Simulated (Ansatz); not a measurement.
**Ti3Al: a line through an energy map**

An exercise on one series of results from a longer session: the logs are not shown, and one member is left open.

Method: DFT PBE, scalar-relativistic, plane waves, PAW, in Ansatz 0.2.0.

4 further runs of the same task are left out: 4 set aside as unsound or not needed.

### The starting structure

It takes space group P-6m2 (No. 187, hexagonal). The conventional cell has a = 2.930 Å, b = 2.930 Å, c = 9.232 Å, α = 90.00°, β = 90.00°, γ = 120.00°. Ti (site symmetry -6m2) is surrounded by 12 Ti at 2.86 to 2.93 Å. Around Ti (site symmetry 3m) lie 9 Ti at 2.86 to 2.93 Å and 3 Al at 2.86 Å. Al (site symmetry -6m2) has 6 Ti at 2.86 Å and 6 Al at 2.93 Å as nearest neighbours.

Coordinates:

```
Ti Al
1.0
     2.92974    0.00000    0.00000
    -1.46487    2.53723    0.00000
     0.00000    0.00000    9.23153
Ti Al
3 1
Direct
  0.66667 0.33333 0.00000
  0.33333 0.66667 0.75046
  0.33333 0.66667 0.24954
  0.66667 0.33333 0.50000
```

It goes back to an entry of the Materials Project, which need not be the stable form.

It is the result of an earlier relaxation at this level (volume 17.16 Å³/atom; gap on the mesh: none (metal)).

### What is varied

The energy is mapped over volume and a fixed ferromagnetic moment.

First coordinate, volume per atom: 5 values from 14.07 to 20.24 Å³. Second coordinate, total spin moment of the cell, held fixed: 7 values from 0.0 to 3.0 μB.

Nothing else is relaxed (shape and fractional coordinates fixed). Points are written as (first, second).

Set-up of the first run:

input.yaml

```yaml
crystal:
  lattice:
    - [2.7421757042, 0.0, 0.0]
    - [-1.3710878521, 2.3747938215, 0.0]
    - [0.0, 0.0, 8.6405281573]
  atoms:
    - { symbol: Ti, position: [0.6666666667, 0.3333333333, 0.0] }
    - { symbol: Ti, position: [0.3333333333, 0.6666666667, 0.7504575714] }
    - { symbol: Ti, position: [0.3333333333, 0.6666666667, 0.2495424286] }
    - { symbol: Al, position: [0.6666666667, 0.3333333333, 0.5] }
basis:
  ecutwfc: 520.0
kpoints:
  mp_grid: { grid: [18, 18, 6] }
hamiltonian:
  xc: pbe
  pseudopotentials: { kind: paw, azcp: { folder: soft_1 } }
scf:
  occupations: { method: gaussian, width: 0.15 }
  lower_state_search: "off"
output:
  forces: true
  stress: true
  eigenvalues: true
```

Launch:

```sh
ansatz run input.yaml --threads 4 --pin off --max-ram 8192MiB --backend cpu --events-out ev --progress --plain --runs-dir out
```

Steps of the session up to this table: Point (14.07 Å³, 0.0 μB); The run at (15.61 Å³, 0.0 μB); Point (17.16 Å³, 0.0 μB); The run at (18.70 Å³, 0.0 μB); Point (20.24 Å³, 0.0 μB).

One table of the session follows, with a row left open; its other results are not shown here.

| volume per atom (Å³) | energy (meV/atom) | pressure (GPa) | largest force on an atom (eV/Å) |
| --- | --- | --- | --- |
| 14.07 | 257 | 30.9 | 0.128 |
| 15.61 | ? | ? | ? |
| 17.16 | 0 | 0.0 | 0.005 |
| 18.70 | 41 | −8.0 | 0.049 |
| 20.24 | 145 | −13.2 | 0.100 |

Estimate the missing values for volume per atom (Å³) = 15.61.

Worked estimate for «energy (meV/atom)». A straight line through the neighbours (14.07, 257) and (17.16, 0) gives 257 + (0 − 257) × (15.61 − 14.07) / (17.16 − 14.07) = 129; a parabola fitted to 3 rows on both sides gives 72.

**Answer.** energy (meV/atom): 55; pressure (GPa): 12.3; largest force on an atom (eV/Å): 0.064. In «energy (meV/atom)» the line misses by +74 and the parabola by +17.

Energies count from the lowest point of the line.

What this shows: Along the line the energy is lowest at 17.16 Å³. A parabola through the lowest point and its two neighbours puts the minimum at 17.267 Å³, with a curvature of about 40 meV/atom per (Å³)². The well is lopsided: two grid steps out, the energy rises by 257 meV/atom towards smaller values and 145 meV/atom towards larger ones. The highest point computed, at 14.07 Å³, lies 257 meV/atom above the lowest. This is one cut through a surface in two coordinates; it holds the lowest point sampled, which need not be a minimum.
